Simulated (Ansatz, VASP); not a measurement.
**GaN in VASP and in Ansatz**

INCAR

```
PREC = Accurate
ENCUT = 520
EDIFF = 1E-8
ISMEAR = 0
SIGMA = 0.01
LREAL = Auto
LASPH = True
NELM = 60
ALGO = Normal
ISIF = 2
LWAVE = False
LCHARG = False
GGA = PE
LEFG = True
NBANDS = 86
```

File KPOINTS:

```
Automatic mesh
0
Gamma
  4 4 4
```

POSCAR

```
GaN
1.0
    0.0000000000      3.9850000000      3.9850000000
    3.9850000000      0.0000000000      3.9850000000
    3.9850000000      3.9850000000      0.0000000000
Ga N
8 8
Direct
    0.2500000000      0.2500000000      0.2500000000
    0.2500000000      0.2500000000      0.7500000000
    0.2500000000      0.7500000000      0.2500000000
    0.2500000000      0.7500000000      0.7500000000
    0.7500000000      0.2500000000      0.2500000000
    0.7500000000      0.2500000000      0.7500000000
    0.7500000000      0.7500000000      0.2500000000
    0.7500000000      0.7500000000      0.7500000000
    0.0000000000      0.0000000000      0.0000000000
    0.0000000000      0.0000000000      0.5000000000
    0.0000000000      0.5000000000      0.0000000000
    0.0000000000      0.5000000000      0.5000000000
    0.5000000000      0.0000000000      0.0000000000
    0.5000000000      0.0000000000      0.5000000000
    0.5000000000      0.5000000000      0.0000000000
    0.5000000000      0.5000000000      0.5000000000
```

Input for Ansatz:

```yaml
crystal:
  lattice:
    - [0.0, 3.985, 3.985]
    - [3.985, 0.0, 3.985]
    - [3.985, 3.985, 0.0]
  atoms:
    - { symbol: Ga, position: [0.25, 0.25, 0.25] }
    - { symbol: Ga, position: [0.25, 0.25, 0.75] }
    - { symbol: Ga, position: [0.25, 0.75, 0.25] }
    - { symbol: Ga, position: [0.25, 0.75, 0.75] }
    - { symbol: Ga, position: [0.75, 0.25, 0.25] }
    - { symbol: Ga, position: [0.75, 0.25, 0.75] }
    - { symbol: Ga, position: [0.75, 0.75, 0.25] }
    - { symbol: Ga, position: [0.75, 0.75, 0.75] }
    - { symbol: "N", position: [0.0, 0.0, 0.0] }
    - { symbol: "N", position: [0.0, 0.0, 0.5] }
    - { symbol: "N", position: [0.0, 0.5, 0.0] }
    - { symbol: "N", position: [0.0, 0.5, 0.5] }
    - { symbol: "N", position: [0.5, 0.0, 0.0] }
    - { symbol: "N", position: [0.5, 0.0, 0.5] }
    - { symbol: "N", position: [0.5, 0.5, 0.0] }
    - { symbol: "N", position: [0.5, 0.5, 0.5] }
kpoints:
  mp_grid: { grid: [4, 4, 4] }
scf:
  occupations: { method: fixed }
hamiltonian:
  xc: pbe
  pseudopotentials: { kind: paw }
output:
  forces: true
  efg:
    quadrupole_moments_barn: { Ga: 0.107, "N": 0.02044 }
    contact_densities: true
  core_levels:
    shells: { Ga: "2p", "N": "1s" }
    counted_from: valence_top
    eps_inf: [6.675, 6.675, 6.675]
```

Alike in both runs: task electric field gradients; functional PBE; k mesh 4 × 4 × 4; no spin polarisation.

|  | VASP | Ansatz |
| --- | --- | --- |
| version | VASP 6.6.1 | Ansatz 0.2.0 |
| potentials or method | VASP PAW PBE potentials, release 64 (Ga_d, N) | plane-wave PAW, scalar-relativistic |
| plane-wave cutoff (eV) | 520 | 420 |
| occupations | gaussian, width 0.01 eV | fixed |
| valence electrons in the cell | 144 | 144 |

Ansatz gave:

```
gap on the k mesh at the Fermi level (eV)                      : 1.83
Vzz of the field gradient on the site that differs most (V/Å²) : 0.0
```

Which values does VASP return?

gap on the k mesh at the Fermi level (eV): 1.81; Vzz of the field gradient on the site that differs most (V/Å²): 0.0.

 As with any semilocal functional, this PBE gap is likely too small. A k mesh can miss the band edges.
